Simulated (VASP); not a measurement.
# Tb (Im-3m) in VASP: a series of runs

One crystal, Tb, is run at these levels: PBE; tasks: single point.

Everything below comes from runs of VASP 6.6.1. Logs are shortened: lines on timing, memory, paths and dates and some standing lists are left out, and cuts for length are marked.

### 1 The crystal as given

Symmetry: Im-3m, No. 229, cubic system. The conventional cell has a = 4.020 Å, b = 4.020 Å, c = 4.020 Å, α = 90.00°, β = 90.00°, γ = 90.00°. Tb (site symmetry m-3m) is surrounded by 8 Tb at 3.48 Å.

This isn't the form of Tb at room conditions, which is hcp.

### 2 Single point, PBE, collinear spin, typed start

File INCAR:

```
SYSTEM = Tb
PREC = Accurate
ENCUT = 520
EDIFF = 1E-6
ISMEAR = -1
SIGMA = 0.05
LREAL = .False.
LASPH = .True.
NELM = 150
ALGO = Normal
ISIF = 2
LWAVE = .False.
LCHARG = .False.
ISPIN = 2
MAGMOM = 6
LORBIT = 11
LMAXMIX = 6
GGA = PE
NBANDS = 20
```

File KPOINTS:

```
regular mesh
0
Gamma
  6 6 6
  0 0 0
```

File POSCAR:

```
Tb
1.0
   -2.0100000000      2.0100000000      2.0100000000
    2.0100000000     -2.0100000000      2.0100000000
    2.0100000000      2.0100000000     -2.0100000000
Tb
1
Direct
    0.0000000000      0.0000000000      0.0000000000
```

Potentials or basis: VASP PAW PBE potentials, release 64 (Tb).

Run with:

```
> cat potpaw_PBE.64/Tb/POTCAR > POTCAR
> mpirun -np 1 vasp_std > vasp.out
```

OUTCAR:

```text
SYSTEM = Tb
   PREC = Accurate
   ENCUT = 520
   EDIFF = 1E-6
   ISMEAR = -1
   LREAL = .False.
   LASPH = .True.
   NELM = 150
   ISIF = 2
   ISPIN = 2
   LORBIT = 11
   GGA = PE

 ion  position               nearest neighbor table
   1  0.000  0.000  0.000-

  LATTYP: Found a body centered cubic cell.
 ALAT       =     4.0200000000

  Lattice vectors:

 A1 = (  -2.0100000000,   2.0100000000,   2.0100000000)
 A2 = (   2.0100000000,  -2.0100000000,   2.0100000000)
 A3 = (   2.0100000000,   2.0100000000,  -2.0100000000)

Analysis of symmetry for initial positions (statically):
=====================================================================
 Subroutine PRICEL returns:
 Original cell was already a primitive cell.

 Routine SETGRP: Setting up the symmetry group for a
 body centered cubic supercell.

 Subroutine GETGRP returns: Found 48 space group operations
 (whereof 48 operations were pure point group operations)
 out of a pool of 48 trial point group operations.

The static configuration has the point symmetry O_h .

Analysis of symmetry for dynamics (positions and initial velocities):
=====================================================================
 Subroutine PRICEL returns:
 Original cell was already a primitive cell.

 Routine SETGRP: Setting up the symmetry group for a
 body centered cubic supercell.

 Subroutine GETGRP returns: Found 48 space group operations
 (whereof 48 operations were pure point group operations)
 out of a pool of 48 trial point group operations.

The dynamic configuration has the point symmetry O_h .

Analysis of structural, dynamic, and magnetic symmetry:
=====================================================================
 Subroutine PRICEL returns:
 Original cell was already a primitive cell.

 Routine SETGRP: Setting up the symmetry group for a
 body centered cubic supercell.

 Subroutine GETGRP returns: Found 48 space group operations
 (whereof 48 operations were pure point group operations)
 out of a pool of 48 trial point group operations.

The overall configuration has the point symmetry O_h .

 Subroutine INISYM returns: Found 48 space group operations
 (whereof 48 operations are pure point group operations),
 and found     1 'primitive' translations

----------------------------------------------------------------------------------------

                                     Primitive cell

  volume of cell :      32.4824

[... 91 lines left out ...]
   EFERMI =   0.00;   METHOD = LEGACY
   ISMEAR =    -1;   SIGMA  =   0.05  broadening in eV -4-tet -1-fermi 0-gaus
   EFERMI_NEDOS =   21; number of points for ismear=-14 and -15
   IALGO  =     38    algorithm
   IMIX   =      4    mixing-type and parameters
     AMIX     =   0.40;   BMIX     =  1.00
     AMIX_MAG =   1.60;   BMIX_MAG =  1.00
  volume/ion in A,a.u.               =      32.48       219.20
  Fermi-wavevector in a.u.,A,eV,Ry     =   1.369126  2.587272 25.504190  1.874505
  Thomas-Fermi vector in A             =   2.495029
   LORBIT       =     11    0 simple, 1 ext, 2 COOP (PROOUT), +10 PAW based schemes
   GGA     = PE    functional components
   LHFCALC =     F    Hartree Fock is set to
   AEXX    =    0.0000 exact exchange contribution
   IVDW    =     0    specifies the selected vdW correction
   LEPSILON=     F    determine dielectric tensor
   LRPA    =     F    only Hartree local field effects (RPA)
 spin polarized calculation
  energy-cutoff  :      520.00
  volume of cell :       32.48
 maximum number of plane-waves:       893
 NGX is ok and might be reduce to    28
   NGX = 13   NGY = 13   NGZ = 13

 number of electron      18.9999996 magnetization       5.7511125

 Free energy of the ion-electron system (eV)
  ---------------------------------------------------
  ext. energy  EPLUGINS =         0.00000000
  ---------------------------------------------------
  free energy    TOTEN  =        -9.47247409 eV

  energy without entropy =       -9.40075351  energy(sigma->0) =       -9.43661380

 E-fermi :   2.9728     XC(G=0): -10.0312

 val. band max:        2.9645901436   @ k =   0.3333   0.3333   0.0000
 cond. band min:       2.9789586244   @ k =   0.3333   0.0000   0.0000
 fundamental gap:      0.0143684808
 Fermi energy:         2.9727755328

 spin component 1

 k-point     1 :       0.0000    0.0000    0.0000
  band No.  band energies     occupation
      1     -43.1733      1.00000
      2     -19.4649      1.00000
      3     -19.4649      1.00000
      4     -19.4649      1.00000
      5      -2.0388      1.00000
      6      -1.0759      1.00000
[... 344 lines left out ...]
      6      -1.1530      1.00000
[... 12 lines left out ...]
     19       9.1117      0.00000
     20      13.6619      0.00000
 Fermi energy:         2.9727755328

 spin component 2

 k-point     1 :       0.0000    0.0000    0.0000
  band No.  band energies     occupation
      1     -40.6428      1.00000
      2     -17.6061      1.00000
      3     -17.6061      1.00000
      4     -17.6061      1.00000
      5      -1.7765      1.00000
      6       2.8723      0.88170
[... 357 lines left out ...]
     19       9.8450      0.00000
     20      14.2837      0.00000

------------------------ aborting loop because EDIFF is reached ----------------------------------------

  FORCE on cell =-STRESS in cart. coord.  units (eV):
  Direction    XX          YY          ZZ          XY          YZ          ZX
  --------------------------------------------------------------------------------------
  -------------------------------------------------------------------------------------
  Total        0.0372678      0.0372678      0.0372678      0.0000000      0.0000000     -0.0000000
  in kB        1.8382127      1.8382127      1.8382127      0.0000000      0.0000000     -0.0000000
  external PRESSURE =       1.8382127 kB  Pullay stress =       0.0000000 kB

 VOLUME and BASIS-vectors are now :
 -----------------------------------------------------------------------------
  energy-cutoff  :      520.00
  volume of cell :       32.48
      direct lattice vectors                 reciprocal lattice vectors
    -2.010000000  2.010000000  2.010000000     0.000000000  0.248756219  0.248756219
     2.010000000 -2.010000000  2.010000000     0.248756219  0.000000000  0.248756219
     2.010000000  2.010000000 -2.010000000     0.248756219  0.248756219  0.000000000

 POSITION                                       TOTAL-FORCE (eV/Angst)
 -----------------------------------------------------------------------------------
      0.00000      0.00000      0.00000         0.000000      0.000000     -0.000000
 -----------------------------------------------------------------------------------
    total drift:                               -0.000000     -0.000000     -0.000000

  FREE ENERGIE OF THE ION-ELECTRON SYSTEM (eV)
  ---------------------------------------------------
  free  energy   TOTEN  =        -9.4724740863 eV

  energy  without entropy=       -9.4007535074  energy(sigma->0) =       -9.43661380

 total charge

# of ion       s       p       d       f       tot
--------------------------------------------------
    1        2.085   5.601   0.480   8.158  16.325

 magnetization (x)

# of ion       s       p       d       f       tot
--------------------------------------------------
    1        0.000  -0.053   0.051   5.632   5.630
```

Run time: 44 s. Hardware: 1 thread of Intel Xeon 6975P-C (Granite Rapids), shared host; peak memory 0.19 GiB.

What came out:

```yaml
Free_energy: -9.4725 eV
Pressure: 0.2 GPa
Band_gap_on_the_k_mesh: none (metal or under the smearing width)
Net_moment: 5.75 μB per cell
Site_moments: Tb +5.63 μB
Valence_electrons_inside_the_program's_atomic_spheres: Tb 16.32
```

Levels at points of the mesh, in eV from the Fermi level:
Spin up:
```csv
k point,band 10,band 11,band 12,band 13,band 14,band 15
"(0.00, 0.00, 0.00)",-3.81,-3.81,-3.81,1.72,1.72,1.72
"(0.50, 0.00, 0.00)",-3.70,-3.69,-2.21,0.07,1.24,3.79
"(0.50, 0.50, 0.50)",-3.65,-3.65,-1.66,-1.66,5.97,5.97
```
Spin down:
| k point | band 3 | band 4 | band 5 | band 6 | band 7 | band 8 | band 9 | band 10 |
| --- | --- | --- | --- | --- | --- | --- | --- | --- |
| (0.00, 0.00, 0.00) | -20.58 | -20.58 | -4.75 | -0.10 | -0.10 | -0.10 | 0.70 | 0.70 |
| (0.50, 0.00, 0.00) | -20.84 | -20.59 | -1.89 | -0.03 | 0.04 | 0.12 | 0.54 | 0.58 |
| (0.50, 0.50, 0.50) | -21.14 | -21.14 | -1.39 | -1.39 | 0.20 | 0.20 | 0.20 | 0.51 |

Caveat: the k mesh is coarse (spacing up to 0.37 Å⁻¹), so the values aren't converged; the magnetic or orbital state may not be the lowest; spin-orbit coupling is left out, which moves the levels of the heavy elements.

### 3 Single point, PBE, collinear spin, typed start (volume scaled by 1.03)

File INCAR:

```
SYSTEM = Tb
PREC = Accurate
ENCUT = 520
EDIFF = 1E-6
ISMEAR = -1
SIGMA = 0.05
LREAL = .FALSE.
LASPH = .TRUE.
NELM = 150
ALGO = Normal
ISIF = 2
LWAVE = .FALSE.
LCHARG = .FALSE.
ISPIN = 2
MAGMOM = 6
LORBIT = 11
LMAXMIX = 6
GGA = PE
NBANDS = 20
```

File KPOINTS:

```
regular mesh
0
G
  13 13 13
  0 0 0
```

File POSCAR:

```
Tb
1.0
   -2.0299022844      2.0299022844      2.0299022844
    2.0299022844     -2.0299022844      2.0299022844
    2.0299022844      2.0299022844     -2.0299022844
Tb
1
Direct
    0.0000000000      0.0000000000      0.0000000000
```

Potentials or basis: VASP PAW PBE potentials, release 64 (Tb).

Run with:

```
> cat potpaw_PBE.64/Tb/POTCAR > POTCAR
> mpirun -np 1 vasp_std > vasp.out
```

It took 4.9 min on 1 thread of Intel Xeon Platinum 8488C (Sapphire Rapids), shared host; peak memory 0.24 GiB.

It converged, with:

```yaml
Free_energy: -9.4673 eV
Pressure: -0.8 GPa
Band_gap_on_the_k_mesh: none (metal or under the smearing width)
Net_moment: 5.86 μB per cell
Site_moments: Tb +5.66 μB
Valence_electrons_inside_the_program's_atomic_spheres: Tb 16.31
```

Levels at points of the mesh, in eV from the Fermi level:
Spin up:
```tsv
k point	band 9	band 10	band 11	band 12	band 13	band 14	band 15	band 16
(0.00, 0.00, 0.00)	-3.99	-3.81	-3.81	-3.81	1.71	1.71	1.71	3.78
```
Spin down:
```csv
k point,band 3,band 4,band 5,band 6,band 7,band 8,band 9,band 10
"(0.00, 0.00, 0.00)",-20.61,-20.61,-4.63,-0.09,-0.09,-0.09,0.69,0.69
```

Caveat: the magnetic or orbital state may not be the lowest; spin-orbit coupling is left out, which moves the levels of the heavy elements. The state reached can hang on the start; a lower one may exist.
